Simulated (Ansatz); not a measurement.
Runs of Ansatz 0.2.0 on InP. Symmetry: F-43m, No. 216, cubic system. The conventional cell has a = 5.861 Å, b = 5.861 Å, c = 5.861 Å, α = 90.00°, β = 90.00°, γ = 90.00°. In (site symmetry -43m) has 4 P at 2.54 Å as nearest neighbours. P (site symmetry -43m) has 4 In at 2.54 Å as nearest neighbours. 

```csv
task,level,potentials or basis,spin,cell,k mesh,cutoff (eV),smearing,basis error allowed,mesh quality,gap on the mesh (eV),pressure (GPa),relaxed volume (Å³/atom)
relaxation of cell and atoms,RPBE,"all-electron LAPW, scalar-relativistic",off,relaxed,8 × 8 × 8,-,fermi-dirac 0.05 eV,0.001 eV/atom,not flagged,0.41,0.0,27.26
single point,PBE,"all-electron LAPW, scalar-relativistic",off,as given,8 × 8 × 8,245,gaussian 0.013 eV,0.001 eV/atom,not flagged,0.71,3.3,-
single point,PBE,"all-electron LAPW, scalar-relativistic",off,as given,3 × 3 × 3,212,fermi-dirac 0.06 eV,0.003 eV/atom,coarse,0.68,(b),-
band structure,PBEsol,"all-electron LAPW, relativistic spinors","SOC, no magnetisation",as given,6 × 6 × 6,245,fermi-dirac 0.05 eV,0.001 eV/atom,not flagged,0.58,0.5,-
relaxation of cell and atoms,PBE+D4,"all-electron LAPW, scalar-relativistic",off,relaxed,8 × 8 × 8,-,fermi-dirac 0.05 eV,0.001 eV/atom,not flagged,0.63,0.0,(c)
phonons,LDA,"all-electron LAPW, scalar-relativistic",off,as given,6 × 6 × 6,266,fermi-dirac 0.05 eV,0.001 eV/atom,not flagged,(a),-,-
elastic constants,PBEsol,"all-electron LAPW, scalar-relativistic",off,as given,6 × 6 × 6,265,fermi-dirac 0.05 eV,0.001 eV/atom,not flagged,0.61,(d),-
Born charges,PBE,all-electron PAW datasets made for the crystal,off,as given,8 × 8 × 8,270,fixed,-,not flagged,0.71,-,-
```

Task: Estimate the missing entries.

Result: (a) 0.48; (b) 4.2; (c) 25.56; (d) 0.6.

Caveats: some runs use coarse meshes; spin-orbit coupling is left out, which moves the levels of the heavy elements (some runs); the program warned that the printed levels may be off, so bands, gaps and densities of states are rough (some runs).

A k mesh can miss the band edges, and rows without SOC leave out spin-orbit coupling on In.

The runs don't all hold the same shells in valence.
